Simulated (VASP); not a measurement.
CuAu, 2 atoms in the cell. The structure is tetragonal, space group P4/mmm (No. 123). Conventional cell: a = 2.833 Å, b = 2.833 Å, c = 3.547 Å, α = 90.00°, β = 90.00°, γ = 90.00°. Cu (site symmetry 4/mmm) is surrounded by 8 Au at 2.68 Å and 4 Cu at 2.83 Å. Au (site symmetry 4/mmm) is surrounded by 8 Cu at 2.68 Å and 4 Au at 2.83 Å. The cell comes from a database or a generator and needn't be the stable form of this composition.

| Quantity | Value |
| --- | --- |
| Program | VASP 6.6.1 |
| Task | single point |
| Functional | PBEsol |
| Potentials or basis | VASP PAW PBE potentials, release 64 (Cu, Au) |
| Cutoff | 520 eV |
| k mesh | 14 × 14 × 12 |
| Occupations | gaussian, width 0.1 eV |
| Spin | non-collinear spin, zero start, spin-orbit coupling |
| Starting moments | [[0.0, 0.0, 0.0], [0.0, 0.0, 0.0]] μB |
| Further INCAR settings | ALGO = Normal; EDIFF = 1e-06 |

Potentials or basis: VASP PAW PBE potentials, release 64 (Cu, Au).

Launch:

```bash
$ cat potpaw_PBE.64/Cu/POTCAR potpaw_PBE.64/Au/POTCAR > POTCAR
$ mpirun -np 1 vasp_ncl > vasp.out
```

Hardware: 1 thread of Intel(R) Xeon(R) 6975P-C (Granite Rapids) (shared host).

Problem. How long does it take, and how much memory?

Solution. Wall time 3.1 min on 1 thread of Intel(R) Xeon(R) 6975P-C (Granite Rapids), with other jobs on the host, peak memory 0.45 GiB. Counts: scf iterations 15, k points 252.
